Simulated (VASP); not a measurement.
**ZnSe in VASP 6.6.1, single-point calculation**

INCAR

```
NBANDS = 16
PREC = Accurate
IBRION = -1
GGA = PE
LWAVE = .FALSE.
LASPH = .TRUE.
ENCUT = 520
ISMEAR = -1
SIGMA = 0.02
EDIFF = 1E-7
NSW = 0
LREAL = .FALSE.
NELM = 120
ISIF = 2
LCHARG = .FALSE.
NELECT = 17.9
```

KPOINTS

```
KPOINTS created by Atomic Simulation Environment
0
Gamma
8 8 8
0 0 0
```

POSCAR

```
Zn Se
 1.0000000000000000
     0.0000000000000000    2.9457175117999999    2.6936900735000000
     2.9457175117999999    0.0000000000000000    2.6936900735000000
     2.9457175117999999    2.9457175117999999    0.0000000000000000
 Zn  Se
   1   1
Cartesian
  0.0000000000000000  0.0000000000000000  0.0000000000000000
  1.4728587558999999  1.4728587558999999  1.3468450367500002
```

The recommended PBE PAW datasets give the neutral cell 18 valence electrons.

Command

```
mpirun -np 1 vasp_std
```

OSZICAR

```
N       E                     dE             d eps       ncg     rms          rms(c)
DAV:   1     0.839773256588E+02    0.83977E+02   -0.79243E+03  1888   0.118E+03
DAV:   2    -0.101172331557E+01   -0.84989E+02   -0.79530E+02  2152   0.246E+02
DAV:   3    -0.634474188769E+01   -0.53330E+01   -0.53104E+01  2280   0.602E+01
DAV:   4    -0.638813921201E+01   -0.43397E-01   -0.43391E-01  2328   0.580E+00
DAV:   5    -0.638834819684E+01   -0.20898E-03   -0.20898E-03  2392   0.363E-01    0.434E+00
DAV:   6    -0.615051474665E+01    0.23783E+00   -0.55950E-01  2416   0.247E+01    0.343E+00
DAV:   7    -0.613378286992E+01    0.16732E-01   -0.15254E-01  2216   0.397E+00    0.150E+00
DAV:   8    -0.613312631957E+01    0.65655E-03   -0.49290E-03  2472   0.729E-01    0.424E-01
DAV:   9    -0.613328210227E+01   -0.15578E-03   -0.11011E-03  2296   0.272E-01    0.656E-02
DAV:  10    -0.613337078999E+01   -0.88688E-04   -0.21482E-04  2408   0.128E-01    0.217E-02
DAV:  11    -0.613335972361E+01    0.11066E-04   -0.46183E-05  2328   0.619E-02    0.363E-03
DAV:  12    -0.613336072566E+01   -0.10020E-05   -0.52200E-06  2464   0.153E-02    0.225E-03
DAV:  13    -0.613336103903E+01   -0.31337E-06   -0.29131E-07  2344   0.328E-03    0.929E-04
DAV:  14    -0.613336101789E+01    0.21140E-07   -0.36715E-08  1936   0.174E-03
   1 F= -.61333610E+01 E0= -.61329668E+01  d E =-.788473E-03
```

Standard output (part)

```
POSCAR found type information on POSCAR ZnSe
 POSCAR found :  2 types and       2 ions
 LDA part: xc-table for (Slater+PW92), standard interpolation
 POSCAR, INCAR and KPOINTS ok, starting setup
 WAVECAR not read
 entering main loop
 the old and the new charge density differ
    0.434E+00
```

From OUTCAR

```
k-points           NKPTS =     59   k-points in BZ     NKDIM =     59   number of bands    NBANDS=     16

   NELECT =      17.9000    total number of electrons

   dimension x,y,z NGX =    30 NGY =   30 NGZ =   32
   dimension x,y,z NGXF=    60 NGYF=   60 NGZF=   64

  energy-cutoff  :      520.00
  volume of cell :       46.75
      direct lattice vectors                 reciprocal lattice vectors
     0.000000000  2.945717512  2.693690074    -0.169737932  0.169737932  0.185618979
     2.945717512  0.000000000  2.693690074     0.169737932 -0.169737932  0.185618979
     2.945717512  2.945717512  0.000000000     0.169737932  0.169737932 -0.185618979

 k-points in reciprocal lattice and weights: KPOINTS created by Atomic Simulation Env
   0.00000000  0.00000000  0.00000000       0.002
   0.12500000 -0.00000000  0.00000000       0.016
   0.25000000 -0.00000000  0.00000000       0.016
   0.37500000 -0.00000000  0.00000000       0.016
   0.50000000 -0.00000000  0.00000000       0.008
   0.12500000  0.12500000  0.00000000       0.004
   0.25000000  0.12500000  0.00000000       0.016
   0.37500000  0.12500000  0.00000000       0.016
   ...

 E-fermi :   1.0931

 k-point     1 :       0.0000    0.0000    0.0000
  band No.  band energies     occupation
      1     -11.7393      2.00000
      2      -5.1003      2.00000
      3      -5.1003      2.00000
      4      -5.0741      2.00000
      5      -4.7625      2.00000
      6      -4.7447      2.00000
      7       1.2447      0.00102
      8       1.2447      0.00102
      9       1.4972      0.00000
     10       2.5467      0.00000
     11       7.2471      0.00000
     12       7.2754      0.00000
     13       7.2754      0.00000
     14      11.2728      0.00000
     15      12.0504      0.00000
     16      13.2738      0.00000

 k-point     2 :       0.1250   -0.0000    0.0000
  band No.  band energies     occupation
      1     -11.6445      2.00000
      2      -5.0912      2.00000
      3      -5.0872      2.00000
      4      -5.0594      2.00000
      5      -4.7617      2.00000
      6      -4.7473      2.00000
      7       0.0428      2.00000
      8       1.0789      1.34176
      9       1.3025      0.00006
     10       3.5396      0.00000
     11       7.0753      0.00000
     12       7.4825      0.00000
     13       7.5977      0.00000
     14      11.5334      0.00000
     15      11.9501      0.00000
     16      12.5080      0.00000

 k-point     3 :       0.2500   -0.0000    0.0000
  band No.  band energies     occupation
      1     -11.3994      2.00000
      2      -5.0597      2.00000
      3      -5.0485      2.00000
      4      -5.0106      2.00000
      5      -4.7540      2.00000
      6      -4.7500      2.00000
      7      -1.6105      2.00000
      8       0.7237      2.00000
      9       1.0491      1.80068
     10       4.0435      0.00000
     11       7.5818      0.00000
     12       7.6899      0.00000
     13       8.3184      0.00000
     14      11.5982      0.00000
     15      11.6734      0.00000
     16      12.7238      0.00000

 ...

  Total       -0.8769129     -0.8769129     -0.2186084      0.0000000      0.0000000      0.0000000
  in kB      -30.0543423    -30.0543423     -7.4923434      0.0000000      0.0000000      0.0000000
  external PRESSURE =     -22.5336760 kB  Pullay stress =       0.0000000 kB

 POSITION                                       TOTAL-FORCE (eV/Angst)
 -----------------------------------------------------------------------------------
      0.00000      0.00000      0.00000         0.000000      0.000000      0.000000
      1.47286      1.47286      1.34685        -0.000000     -0.000000     -0.000000
 -----------------------------------------------------------------------------------
    total drift:                                0.000005      0.000005      0.000010

  FREE ENERGIE OF THE ION-ELECTRON SYSTEM (eV)
  ---------------------------------------------------
  free  energy   TOTEN  =        -6.1333610179 eV

  energy  without entropy=       -6.1325725445  energy(sigma->0) =       -6.13296678
```

It converged. Results: pressure -2.3 GPa.

The cell is charged and sits in a uniform background.

For comparison, a separate PBE run of the intended cell, on usual settings and not on those above, gives a gap of 0.98 eV on its mesh and a pressure of 0.5 GPa.

The run above took about 46 s on one core of a shared host (Intel Xeon Platinum 8488C) and held 0.2 GiB at most.
